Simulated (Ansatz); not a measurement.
## Cs (P6_3/mmc)

The calculation used DFT r2SCAN, scalar-relativistic, plane waves, PAW in Ansatz.

Cutoff 500 eV; k points 9×9×4 on the computed 4-atom cell (Γ-centred); Gaussian smearing, width 0.10 eV; no spin polarisation.

The structure is relaxed at this level of theory with its symmetry kept. This form isn't the element's structure at ambient conditions.

```xyz
4
Lattice="5.5659 0.0000 0.0000 -2.7830 4.8202 0.0000 0.0000 0.0000 18.5216" Properties=species:S:1:pos:R:3 pbc="T T T"
Cs    0.0000    0.0000    0.0000
Cs    0.0000    3.2135    4.6304
Cs    0.0000    0.0000    9.2608
Cs    2.7830    1.6067   13.8912
```

```
Space group                                                       : P6_3/mmc (No. 194)
Volume per atom                                                   : 124.23 Å³
Formation energy from the elements' standard states (uncorrected) : 0.000 eV/atom
Generalised Kohn–Sham band gap                                    : none (metal)
Density of states at the Fermi level                              : 5.21 states/eV per cell
Löwdin character within 0.5 eV of the Fermi level                 : Cs 6s 78 %, unprojected 21 %
Bulk modulus                                                      : 1.8 GPa
Its pressure derivative                                           : 3.3
Bader charges (e)                                                 : Cs (2 in the cell) 0.01, Cs (2 in the cell) 0.00
```

Spin-orbit coupling is left out, which matters for the bands of heavy elements.

Cost: 6 runs of about 16 core-minutes in all, on Arm Neoverse V2 (shared hosts).